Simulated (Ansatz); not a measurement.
A surface is cut from this relaxed crystal of VSi$_{2}$:

```cif
data_structure
_symmetry_space_group_name_H-M 'P6_222'
_symmetry_Int_Tables_number 180
_cell_length_a 4.5651
_cell_length_b 4.5651
_cell_length_c 6.3676
_cell_angle_alpha 90.000
_cell_angle_beta 90.000
_cell_angle_gamma 120.000
_cell_volume 114.92
loop_
_atom_site_label
_atom_site_type_symbol
_atom_site_symmetry_multiplicity
_atom_site_Wyckoff_symbol
_atom_site_fract_x
_atom_site_fract_y
_atom_site_fract_z
_atom_site_occupancy
V1 V 3 d 0.00000 0.50000 0.16667 1
Si1 Si 6 j 0.83720 0.67441 0.50000 1
```

Miller indices refer to the conventional cell of P6_222 (No. 180), a = 4.565 Å, b = 4.565 Å, c = 6.368 Å, α = 90.00°, β = 90.00°, γ = 120.00°.

The (001) slab of 6 planes, 10.6 Å thick with 15 Å of vacuum as cut; outer planes VSi2 (top) and VSi2 (bottom).

Computed with DFT PBE, scalar-relativistic, plane waves, PAW (Ansatz). Settings: cutoff 420 eV, Γ-centred mesh 9×9×1 on the computed 18-atom cell, Gaussian smearing of 0.10 eV; no spin polarisation. The cell repeats along c with a dipole correction in the vacuum.

Results for the relaxed slab:

```
Surface energy (mean of both faces) : 2.15 J/m²
Work function                       : 4.14 eV
```

Relaxation lowers the energy by 0.086 J/m² a face; the largest move is 0.097 Å.

```
plane (bottom to top) atoms spacing to next, bulk (Å) relaxed (Å) change (%) rumpling (Å)
                    1   VSi2                      2.123        2.134        +0.5         0.145
                    2   VSi2                      2.123        2.127        +0.2         0.033
                    3   VSi2                      2.123        2.126        +0.2         0.005
                    4   VSi2                      2.123        2.127        +0.2         0.005
                    5   VSi2                      2.123        2.134        +0.5         0.033
                    6   VSi2                                                             0.145
```

Cost: 4 runs of about 29 core-minutes in all, on Arm Neoverse V2 (shared hosts).